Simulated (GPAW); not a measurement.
# Ballistic transport through a Sb chain with a P atom bridging one bond, cheap and dear, part 2 of 2

Wanted: the zero-bias transmission of a Sb chain with a P atom bridging one bond on a ladder of levels, with run times.

GPAW 26.7.0; GPAW LCAO, PAW setups; Landauer transmission from Green's functions with principal layers (ASE), zero bias.

So far, transmission at the Fermi level (one spin): step 2 (double-zeta polarised basis, PBE, GPAW) 1.76; step 3 (basis szp(dzp), PBE, GPAW) 1.79; step 4 (basis sz(dzp), PBE, GPAW) 1.79; step 5 (RPBE) 1.76.

### 8. Broadening 1e-05: eta = 1e-05 (continued)

Not self-consistent under bias; the bias window is split evenly. Current through one cell, from the zero-bias transmission against bias:

```tsv
bias (V)	current through one cell, from the zero-bias transmission (μA)
0.100	13.7
0.200	27.3
0.500	68.0
1.000	134
1.500	197
2.000	254
```

Transmission of the three most open eigenchannels against energy, zero at the Fermi level:

```tsv
energy (eV)	channel 1	channel 2	channel 3
-2.000	0.300	0	0
-1.800	0.271	0	0
-1.600	0.921	2.9e-9	1.3e-9
-1.400	0.935	0.319	0.00252
-1.200	0.958	0.482	2.4e-4
-1.000	0.970	0.626	0.00397
-0.800	0.976	0.732	0.00988
-0.600	0.979	0.790	0.0166
-0.400	0.982	0.806	0.0234
-0.200	0.983	0.790	0.0292
0.000	0.984	0.748	0.0332
0.200	0.985	0.682	0.0351
0.400	0.986	0.590	0.0347
0.600	0.987	0.469	0.0326
0.800	0.987	0.315	0.0290
1.000	0.988	0.146	0.0247
1.200	0.989	0.0237	0.0198
1.400	0.990	0.0148	0.00453
1.600	0.993	0.0437	0.00976
1.800	0.996	0.0537	0.00476
2.000	1.000	1.7e-10	1.8e-11
```

The conductance equals that of the dzp run to 0.2 %.

### 9. Grid spacing 0.16, temperature 150: h = 0.16 and temperature = 150

The real-space grid carries density and potential; a coarse one breaks translation symmetry along the lead and scatters electrons that should pass. Temperature enters only through the Fermi window.

Input file run.py:

```python
import json
import numpy as np
from ase import Atoms
from ase.transport.calculators import TransportCalculator
from gpaw import GPAW, FermiDirac
from gpaw.lcao.tools import get_lcao_hamiltonian
from scipy.linalg import eigh

# The junction with lead layers at both ends, along the third cell vector
device = Atoms(
    ['Sb', 'Sb', 'Sb', 'Sb', 'P', 'Sb', 'Sb', 'Sb', 'Sb'],
    positions=[
        [4.50000, 4.50000, 1.37500],
        [4.50000, 4.50000, 4.12500],
        [4.50000, 4.50000, 6.87500],
        [4.50000, 4.50000, 9.62500],
        [6.37088, 4.50000, 11.10000],
        [4.50000, 4.50000, 12.57500],
        [4.50000, 4.50000, 15.32500],
        [4.50000, 4.50000, 18.07500],
        [4.50000, 4.50000, 20.82500]],
    cell=[[9.0, 0.0, 0.0], [0.0, 9.0, 0.0], [0.0, 0.0, 22.2]],
    pbc=True)

# One principal layer of the lead: the first 2 atoms of the device
lead = Atoms(
    ['Sb', 'Sb'],
    positions=[
        [4.50000, 4.50000, 1.37500],
        [4.50000, 4.50000, 4.12500]],
    cell=[[9.0, 0.0, 0.0], [0.0, 9.0, 0.0], [0.0, 0.0, 5.5]],
    pbc=True)

settings = dict(mode='lcao', basis='dzp', xc='PBE', h=0.16,
                occupations=FermiDirac(0.1), maxiter=250,
                mixer=dict(beta=0.1, nmaxold=8, weight=100.0),
                convergence=dict(density=0.0001))
energies = np.arange(-2, 2 + 1e-9, 0.05)
eta = 0.0001
n1, n2 = 1, 1
# k and -k transmit alike, so half of the mesh across the current serves
mesh = [(i, j) for i in range(n1) for j in range(n2) if (i, j) <= (-i % n1, -j % n2)]
weights = np.array([1 if (i, j) == (-i % n1, -j % n2) else 2 for i, j in mesh]) / (n1 * n2)

# [... helper functions left out ...]
fermi_lead = ground_state(lead, (1, 1, 20), 'lead.txt')
fermi_device = ground_state(device, (1, 1, 4), 'device.txt')
# [... loop over the mesh left out, but for ...]
        # Shift the lead onto the potential of the device's first layer
        shift = ((H[:, 0, 0] - H0[:, 0, 0]) / S0[0, 0]).real.mean()
# [...]
kT = 8.617333e-5 * 150
bias = [0.1, 0.2, 0.5, 1.0, 1.5, 2.0]
# [... integrals and printing left out ...]
```

Command:

```bash
> OMP_NUM_THREADS=1 OPENBLAS_NUM_THREADS=1 python run.py
```

The job ended after 78 s (1 thread of Arm Neoverse N1, shared host; peak memory 1.4 GiB).

Numbers from this step:

```
conductance                                    : 1.764 G₀
largest coupling past the next principal layer : 7.85e-5 eV
largest misfit of the first principal layer    : 0.05627 eV
shift that aligns the lead                     : -0.001588 eV
transmission at the Fermi level (one spin)     : 1.764
```

One spin. Transmission, zone mean against energy, zero at the Fermi level:

```tsv
energy (eV)	transmission, zone mean
-2.000	0.300
-1.800	0.271
-1.600	0.918
-1.400	1.25
-1.200	1.44
-1.000	1.60
-0.800	1.72
-0.600	1.78
-0.400	1.81
-0.350	1.81
-0.200	1.80
0.000	1.76
0.200	1.70
0.400	1.61
0.600	1.49
0.800	1.33
1.000	1.16
1.200	1.03
1.400	1.01
1.600	1.05
1.800	1.05
2.000	1.000
```

Not self-consistent under bias; the bias window is split evenly. Current through one cell, from the zero-bias transmission against bias:

```tsv
bias (V)	current through one cell, from the zero-bias transmission (μA)
0.100	13.7
0.200	27.3
0.500	68.1
1.000	134
1.500	197
2.000	254
```

The transmission of the three most open eigenchannels by energy, zero at the Fermi level:

```tsv
energy (eV)	channel 1	channel 2	channel 3
-2.000	0.300	2.4e-11	0
-1.800	0.271	1.9e-11	1.4e-11
-1.600	0.918	2.9e-7	1.3e-7
-1.400	0.934	0.318	0.00253
-1.200	0.958	0.481	2.4e-4
-1.000	0.970	0.625	0.00396
-0.800	0.976	0.731	0.00987
-0.600	0.979	0.789	0.0166
-0.400	0.981	0.805	0.0234
-0.200	0.983	0.789	0.0292
0.000	0.984	0.747	0.0332
0.200	0.985	0.681	0.0351
0.400	0.986	0.590	0.0347
0.600	0.986	0.468	0.0325
0.800	0.987	0.314	0.0290
1.000	0.988	0.146	0.0246
1.200	0.989	0.0236	0.0198
1.400	0.990	0.0148	0.00453
1.600	0.992	0.0436	0.00976
1.800	0.995	0.0536	0.00476
2.000	1.000	1.7e-8	1.8e-9
```

With these changes, and at 150 K in place of 500 K, the conductance is 1.76 G₀ against 1.76 in the dzp run; T at the Fermi level, which temperature doesn't enter, is 1.76 against 1.76.

### 10. What came out

```yaml
conductance: 1.76 G₀
transmission_at_the_fermi_level_mean_of_the_spins: 1.76
thermopower: 1.73 μV/K
```

What this shows: In the dzp basis the junction conducts 1.76 G₀ at 500 K, with T = 1.76 a spin at the Fermi level; the sz basis reaches that conductance within 10 %. At the Fermi level the three most open eigenchannels pass 0.98, 0.75 and 0.033. Measured against the first run (dzp), the nearest curve is that of dzp-RPBE (r.m.s. 0.011) and the farthest that of sz (0.16). Over the compared runs wall time goes from 30 s (sz) to 49 s (dzp-RPBE), on a shared host. The geometry was built from estimated bond lengths and not relaxed, so the numbers describe this model structure. The run had no spin polarisation, so a magnetic state, which chains and small molecules with open shells often have, wasn't tested. Spin-orbit coupling is left out, which matters for the heavy atoms here. An evenly spaced straight chain is an idealisation: free chains tend to dimerise, zigzag or, where a band edge lies near the Fermi level, turn magnetic. The currents use the zero-bias T(E) throughout, which holds only while the bias is small against the distance to the nearest feature.

[Logs are printed without paths, hosts, clocks, repeated set-up lines and the standing remarks that a program may print on its own settings, such as how far it seeks lower states.]

[Hosts, paths, dates, database ids (printed as entryN), source tags and the programs' standing remarks are cut or masked in the printed files.]
